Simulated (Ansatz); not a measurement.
**What a trial cell of AlNi3 relaxes into**

Method: Ansatz, DFT PBE, scalar-relativistic, plane waves, PAW. Cutoff 420 eV, Γ-centred k mesh, Gaussian smearing, no spin polarisation in the final step.

AlNi3 was placed on the Li3N structure type (P6/mmm, No. 191), with Al in place of N, Ni in place of Li, at a guessed volume.

```
Al Ni
1.0
     3.65918    0.00000    0.00000
    -1.82959    3.16895    0.00000
     0.00000    0.00000    3.86189
Al Ni
1 3
Direct
  0.00000 0.00000 0.00000
  0.00000 0.00000 0.50000
  0.33333 0.66667 0.00000
  0.66667 0.33333 0.00000
```

Cell and atoms relax at zero pressure; the relaxation can't lower the symmetry of the start. After a coarse first stage the cell is made exact in the group found at 0.06 Å.

The zero of energy is the elements' standard structures at the same level; no fitted shifts are applied.

(1) Describe the relaxed structure.

(2) What are its volume, energy, density and gap?

## Answers

(1) It keeps P6/mmm (No. 191). The result has the Li3N structure. Conventional cell: a = 4.122 Å, c = 4.448 Å. Al has 2 Ni at 2.22 Å and 6 Ni at 2.38 Å; Ni on Wyckoff site b (1 atom of the primitive cell) is coordinated by 2 Al at 2.22 Å; around Ni on Wyckoff site c (2 atoms of the primitive cell) lie 3 Al at 2.38 Å and 3 Ni at 2.38 Å.

```
Al Ni
1.0
     4.12202    0.00000    0.00000
    -2.06101    3.56978    0.00000
     0.00000    0.00000    4.44776
Al Ni
1 3
Direct
  0.00000 0.00000 0.00000
  0.00000 0.00000 0.50000
  0.33333 0.66667 0.00000
  0.66667 0.33333 0.00000
```

(2) The volume per atom is 16.36 Å³. The density is 5.15 g/cm³. The energy over the elements is 0.66 eV/atom and the gap on the 15×15×10 mesh is 0 eV (a metal).

The final run used a 15×15×10 mesh on its 4-atom cell and 0.10 eV smearing. The k mesh leaves about 4 meV/atom of noise in metals. A structure relaxed within its symmetry needn't be a true minimum.